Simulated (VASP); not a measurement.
# PbO: kinetic-energy density

PbO, P4/nmm (no. 129), 4 atoms in the cell. PBE; PAW potentials Pb_d, O (PBE set).

## Input

INCAR:
```
ALGO     = Normal         # electronic algorithm
EDIFF    = 1E-7           # SCF threshold, eV
ENCUT    = 520            # plane-wave cutoff, eV
ISIF     = 2              # what is computed and relaxed
ISMEAR   = 0              # smearing method
LASPH    = T              # aspherical terms in the spheres
LCHARG   = T              # write CHGCAR
LREAL    = F              # projectors in reciprocal space
LTAU     = T            
LWAVE    = F              # write WAVECAR
NELM     = 100            # most SCF steps
PREC     = Accurate       # precision mode
SIGMA    = 0.02           # smearing width, eV
```

KPOINTS:
```
k-points
0
Gamma
  6 6 5
```

POSCAR:
```
PbO
1.0
    3.9900000000      0.0000000000      0.0000000000
    0.0000000000      3.9900000000      0.0000000000
    0.0000000000      0.0000000000      5.0100000000
Pb O
2 2
Direct
    0.5000000000      0.0000000000      0.7600000000
    0.0000000000      0.5000000000      0.2400000000
    0.5000000000      0.5000000000      0.0000000000
    0.0000000000      0.0000000000      0.0000000000
```

Commands:
```
cat potpaw_PBE.64/Pb_d/POTCAR potpaw_PBE.64/O/POTCAR > POTCAR
mpirun -np 1 vasp_std > vasp.out
```

## Result

- Kinetic energy of the pseudo orbitals (eV): 823.09

VASP 6.6.1 took 44 s on 1 core (Intel Xeon Platinum 8488C (Sapphire Rapids)), a shared host.
